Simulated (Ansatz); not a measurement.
# Ansatz run on RuO2 (P4_2/mnm, 6 atoms in the cell): self-consistent single point

Level of theory: PBE (plane waves, PAW; Ansatz, a program for electronic structure).

Input:

Ansatz 0.2 input:
```yaml
# RuO2
crystal:
  lattice:
    - [4.514774, 0.000000, 0.000000]
    - [0.000000, 4.514774, 0.000000]
    - [0.000000, 0.000000, 3.133742]
  atoms:
    - { symbol: Ru, position_ang: [2.257387, 2.257387, 1.566871] }
    - { symbol: Ru, position_ang: [0.000000, 0.000000, 0.000000] }
    - { symbol: O, position_ang: [3.636380, 0.878394, 1.566871] }
    - { symbol: O, position_ang: [0.878394, 3.636380, 1.566871] }
    - { symbol: O, position_ang: [1.378993, 1.378993, 0.000000] }
    - { symbol: O, position_ang: [3.135781, 3.135781, 0.000000] }
basis:
  ecutwfc: 30.9 Ry
kpoints:
  mp_grid: { grid: [5, 5, 7] }
hamiltonian:
  xc: pbe
  pseudopotentials: { kind: paw }
scf:
  occupations: { method: cold, width: 0.0037 Ry }
output:
  forces: true
  eigenvalues: true
  stress: true
```

Output (repeated stretches shortened):

```
WARN ansatz: RAYON_NUM_THREADS=1 ignored (pool sized by the plan → 1); use --threads N
Pseudopotentials: kind: paw
Pseudopotential: Ru, paw, valence charge 16
Pseudopotential: O, paw, valence charge 6
Crystal: 6 atoms, lattice volume = 63.876 Å³
Basis set: ecut = 420.4159175005146 eV, 1243 PW (Γ), exchange–correlation on 64×64×48 points (8 copies of the dense FFT grid, shifted against one another)
Bands: 34, of which v1, the nominal top of the filled ones, is band 28 counted from 1 (27 counted from 0)
Symmetry: 16 space group operations
Space group: P42/mnm (ITA 136), of the structure as read, at distance tolerance 4.0e-5 Å
k-points: 24 of 175
Initial density: superposition of atomic densities (neutral atoms: chi_scale 0, normalization atom), corrected by the library's trained network
Initial wavefunctions: pseudopotential atomic-orbital guess
Eigensolver: davidson
Functional: x = pbe(κ = 0.804, μ = 0.2195149727645171), c = pbe(β = 0.06672455060314922)
SCF iter   1: F=—  HF=-14023.378398 eV  |F-HF|=—  |Δ(HF+E_count)|=         —  Δρ=1.17e-2  dr2=2.76e-2  ethr=1.77e-3  ⟨swp⟩=5.7  Hψ=3091  notcnv=0  defer=2
all-band conjugate gradients solve this SCF's bands
preconditioner: auto → LDOS
SCF iter   2: F=—  HF=-14023.377721 eV  |F-HF|=—  |Δ(HF+E_count)|=   6.77e-4  S|Δr|=    0.00e0  Δρ=6.33e-3  dr2=1.06e-2  ethr=4.93e-5  ⟨swp⟩=2.0  Hψ=1783  notcnv=0  defer=30
SCF iter   3: F=—  HF=-14023.375296 eV  |F-HF|=—  |Δ(HF+E_count)|=   2.43e-3  S|Δr|=    0.00e0  Δρ=2.06e-3  dr2=2.14e-3  ethr=1.90e-5  ⟨swp⟩=2.2  Hψ=1436  notcnv=0  defer=30
SCF iter   4: F=—  HF=-14023.374990 eV  |F-HF|=—  |Δ(HF+E_count)|=   3.05e-4  S|Δr|=    0.00e0  Δρ=8.38e-4  dr2=3.72e-4  ethr=3.83e-6  ⟨swp⟩=2.2  Hψ=1138  notcnv=0  defer=30
SCF iter   5: F=—  HF=-14023.374919 eV  |F-HF|=—  |Δ(HF+E_count)|=   7.12e-5  S|Δr|=    0.00e0  Δρ=2.73e-4  dr2=3.21e-5  ethr=6.65e-7  ⟨swp⟩=2.4  Hψ=1211  notcnv=0  defer=30
SCF iter   6: F=—  HF=-14023.374923 eV  |F-HF|=—  |Δ(HF+E_count)|=   3.29e-6  S|Δr|=    0.00e0  Δρ=4.67e-5  dr2=9.04e-7  ethr=5.74e-8  ⟨swp⟩=2.2  Hψ=1068  notcnv=0  defer=30
SCF iter   7: F=-14023.374923 eV  HF=-14023.374923 eV  |F-HF|=8.98e-9  |Δ(HF+E_count)|=   2.04e-7  S|Δr|=    0.00e0  Δρ=8.72e-6  dr2=3.04e-8  ethr=1.79e-10  ⟨swp⟩=6.3  Hψ=3782  notcnv=0
SCF 1 converged in 7 iterations: F = -14023.374923 eV  dr2 = 3.04e-8
SCF converged after 7 iterations
Stability not checked (fill_not_monotonic)
Free energy (F): -14023.374923 eV
Harris-Foulkes:  -14023.374923 eV  (|F-HF|=8.98e-9)
Internal energy: -14023.375026 eV  (E = F + TS)
E sigma→0 (E₀):  -14023.374957 eV
Entropy (-TS):   0.000103 eV (0.017 meV/atom)
Fermi energy:    12.607037 eV
--- Per-component energies (eV) ---
  E_band       = -386.271000
  E_kinetic    = 1716.100673
  E_local      = -4784.485154  (includes V_loc(G=0)·N_el)
  E_nonlocal   = 879.680223
  E_hartree    = 1615.721358
  E_xc         = -669.523725
  E_vxc        = -846.256399  (∫ρ·V_xc dr)
  E_paw        = -7551.882215  (= ΣΔE_a)
  E_vpaw       = -582.755726  (= ΣTr[D̂ρ^β])
  E_aug_tail   = 0.009437  (compensation charges beyond the density's cutoff)
  E_ewald      = -5228.995622
  E_smearing   = 0.000103  (= −TS)
  E_closure    = 0.000000  (closes the sum)
  Σ components = -14023.374923   (vs F -14023.374923, Δ=0.00e0)
--- Forces (eV/Å), atoms counted from 1 ---
  atom   1  Ru     0.00000000     0.00000000     0.00000000
  atom   2  Ru     0.00000000    -0.00000000     0.00000000
  atom   3  O      0.06263329    -0.06263329     0.00000000
  atom   4  O     -0.06263329     0.06263329     0.00000000
  atom   5  O      0.06263329     0.06263329     0.00000000
  atom   6  O     -0.06263329    -0.06263329     0.00000000
  max |Σ_I F_I| component: 1.39e-17 eV/Å
--- Stress (GPa, compression-positive) ---
       -0.009599       0.000000       0.000000
        0.000000      -0.009599       0.000000
        0.000000       0.000000      -1.672094
  P = ⅓ Tr σ = -0.5638 GPa (-5.638 kbar)
  The stress holds the Pulay correction. Without it, at fixed plane waves, as pw.x and ABINIT print it: P = -1.3371 GPa
--- Band table (eV; the first three rows and the last of 24) ---
  k-point 0: bands = ["-60.8129", "-60.8067", "-31.0789", "-31.0789", "-30.6452", "-30.6452", "-30.6416", "-30.6182", "-7.4362", "-6.4155", "-5.5009", "-5.5009", "4.3671", "4.4818", "5.6019", "5.9899", "5.9899", "8.4629", "8.5278", "8.5278", [...]
  k-point 1: bands = ["-60.8109", "-60.8052", "-31.0764", "-31.0764", "-30.6719", "-30.6509", "-30.6404", "-30.6404", "-7.2690", "-6.3298", "-5.5959", "-5.5959", "4.5575", "4.7433", "5.8089", "6.0585", "6.0585", "7.9017", "8.7327", "8.7327", [...]
  k-point 2: bands = ["-60.8061", "-60.8021", "-31.0706", "-31.0706", "-30.7386", "-30.7243", "-30.6295", "-30.6295", "-6.8503", "-6.1673", "-5.8028", "-5.8028", "5.0075", "5.3633", "6.2922", "6.2922", "6.4127", "6.9704", "7.9219", "8.6676", [...]
  k-point 23: bands = ["-60.8010", "-60.8008", "-31.0678", "-31.0670", "-30.7872", "-30.7858", "-30.6214", "-30.6211", "-6.2735", "-6.1543", "-6.0608", "-5.9413", "5.5516", "5.7687", "5.8079", "5.9154", "6.5713", "6.9781", "7.9783", "8.0364", [...]
```

The run converged in 7 iterations.

The starting cell comes from a database of computed structures (which also holds hypothetical and non-ambient phases and stackings), without a prior relaxation at this level. Its lattice was rescaled by a random factor within 2.5 % of one. Spin polarisation is off. Ansatz's pressure includes its estimate of the finite-basis (Pulay) stress. Without the estimate this run gives -1.34 GPa.
